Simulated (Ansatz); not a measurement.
# How far is PAW off for ScAl?

```yaml
crystal:
  lattice:
    - [3.37035, 0.00000, 0.00000]
    - [0.00000, 3.37035, 0.00000]
    - [0.00000, 0.00000, 3.37035]
  atoms:
    - { symbol: Sc, position: [0.50000, 0.50000, 0.50000] }
    - { symbol: Al, position: [0.00000, 0.00000, 0.00000] }
```

Atom numbers follow the list: Sc1, Al2.

Structure from Materials Project entry mp-331 (possibly hypothetical), not relaxed further.

Methods: DFT, LDA, PAW with Ansatz's default frozen-core files, scalar-relativistic (Ansatz 0.2.0); DFT, LDA, all-electron PAW with datasets made for the crystal, scalar-relativistic (Ansatz 0.2.0); DFT, LDA, all-electron LAPW, scalar-relativistic (Ansatz 0.2.0).

For PAW: a Γ-centred 10×10×10 k mesh, Fermi–Dirac smearing of 0.05 eV, cutoff 420 eV, no spin polarisation; the PAW files were made with PBE, and the program remakes their frozen cores for this functional. The crystal-made all-electron datasets (AE datasets) take a cutoff of 220 eV at this cell. LAPW targets a basis error of 0.25 meV/atom. The Ansatz runs share mesh, smearing and spin set-up. Plane-wave (PAW) pressures include the program's estimate of the Pulay term.

Stress and pressure are positive in compression.

Levels count from the Fermi level.

| quantity | PAW | AE datasets | LAPW |
| --- | --- | --- | --- |
| pressure (GPa) | -4.41 | -4.40 | -4.40 |
| highest filled level at M (eV) | -0.846 | -0.843 | -0.843 |
| lowest empty level at M (eV) | 1.472 | 1.473 | 1.473 |
| highest filled level at X (eV) | -4.514 | -4.515 | -4.515 |
| lowest empty level at X (eV) | 0.226 | 0.224 | 0.224 |
| highest filled level at R (eV) | -0.560 | -0.566 | -0.566 |
| lowest empty level at R (eV) | 2.947 | 2.960 | 2.960 |

PAW's pressure differs from the LAPW value by about 0.01 GPa or less. Datasets made for the crystal and LAPW share parts of one code, so their agreement isn't an independent check.
